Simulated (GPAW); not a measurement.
The system is Mg.

```xyz
2
Lattice="3.2093 0.0000 0.0000 -1.6046 2.7793 0.0000 0.0000 0.0000 5.2103" Properties=species:S:1:pos:R:3 pbc="T T T"
Mg    1.6047    0.9264    3.9077
Mg    0.0000    1.8529    1.3026
```

| Quantity | Value |
| --- | --- |
| Program | GPAW 26.7.0 |
| Task | relaxation of cell and atoms |
| Functional | r2SCAN |
| Dispersion | D3(BJ) |
| Potentials or basis | GPAW PAW data sets (gpaw-data 1.2.1) |
| Cutoff | 800 eV |
| Basis | pw |
| k mesh | 7 × 7 × 4 |
| Occupations | fermi-dirac, width 0.05 eV |
| Spin | no spin polarisation |

At the start: pressure -1.6 GPa; volume 23.24 Å³/atom.

**Question.** Where does the relaxation end?

**Answer.** Over 16 steps the energy falls by 10.0 meV/atom and the volume is 22.26 Å³/atom (-4.2 %); space group P6_3/mmc (No. 194, to 0.05 Å).

Step by step:
```csv
step,energy change (eV),largest force (eV/Å),pressure (GPa),volume (Å³)
1,0.0000,0.0001,-1.60,46.47
2,-0.0028,0.0001,-1.48,46.31
3,-0.0076,0.0001,-1.24,46.01
4,-0.0130,0.0000,-0.90,45.58
5,-0.0171,0.0000,-0.47,45.07
6,-0.0189,0.0000,0.02,44.53
7,-0.0189,0.0000,0.49,44.06
8,-0.0190,0.0000,0.49,44.07
9,-0.0190,0.0000,0.46,44.09
10,-0.0191,0.0000,0.43,44.13
11,-0.0193,0.0000,0.39,44.17
12,-0.0194,0.0000,0.35,44.22
13,-0.0196,0.0000,0.29,44.28
14,-0.0198,0.0000,0.23,44.35
15,-0.0199,0.0000,0.16,44.42
16,-0.0201,0.0000,0.08,44.51
```

Final structure:
```yaml
crystal:
  lattice:
    - [3.12132, 0.00000, 0.00000]
    - [-1.56066, 2.70314, 0.00000]
    - [0.00000, 0.00000, 5.27575]
  atoms:
    - { symbol: Mg, position: [0.66667, 0.33333, 0.75000] }
    - { symbol: Mg, position: [0.33333, 0.66667, 0.25000] }
```

Caveat: later steps reuse the first step's grids; the PAW data sets were made with another functional, which shifts forces and pressure a little; pairwise dispersion overbinds metals, which lowers pressure and volume.
